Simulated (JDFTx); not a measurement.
Runs of JDFTx 1.7.0 (patched build) on ZrO2. Symmetry: Fm-3m, No. 225, cubic system. The conventional cell has a = 5.090 Å, b = 5.090 Å, c = 5.090 Å, α = 90.00°, β = 90.00°, γ = 90.00°. Zr (site symmetry m-3m) has 8 O at 2.20 Å as nearest neighbours. Around O (site symmetry -43m) lie 4 Zr at 2.20 Å. Measurements of this composition are mostly on another form, of space group No. 14.

```csv
task,level,potentials or basis,k mesh,cutoff (eV),band ratio of the Davidson solver,max SCF steps,SCF threshold on the energy,solver of the electrons,further solve for the empty bands,gap on the mesh (eV),pressure (GPa)
single point,r2SCAN,SG15-PBE-1.2,7 × 7 × 7,1088,-,100,1e-09 Ha,scf,yes,4.03,(c)
single point,PBEsol,PseudoDojo-SR-PBEsol-0.4.1-standard,9 × 9 × 9,1143,-,100,1e-09 Ha,scf,yes,3.34,-4.2
single point,TASK,SG15-PBE-1.2,7 × 7 × 7,1088,-,100,1e-09 Ha,scf,yes,4.67,11.3
single point,LDA,PseudoDojo-SR-LDA-0.4.1-standard,9 × 9 × 9,1143,-,100,1e-09 Ha,scf,yes,(a),(b)
single point,SCAN,SG15-PBE-1.2,7 × 7 × 7,1088,-,100,1e-09 Ha,scf,yes,4.04,-1.4
```

Alike in all rows: no spin polarisation; cell as given; smearing fermi-dirac 0.05 eV.

Q: Estimate the missing entries.

A: (a) 3.30; (b) -9.8; (c) -1.0.

Caveats: an odd mesh through Γ misses points on the zone boundary, where band edges often lie; the cutoff is short for these files and lowers the pressure by up to 1 GPa (some runs); the potentials were made for another functional, which shifts forces and pressure (some runs).

A k mesh can miss the band edges, and the runs leave out spin-orbit coupling on Zr.

Runs at the PBE level aren't shown here.
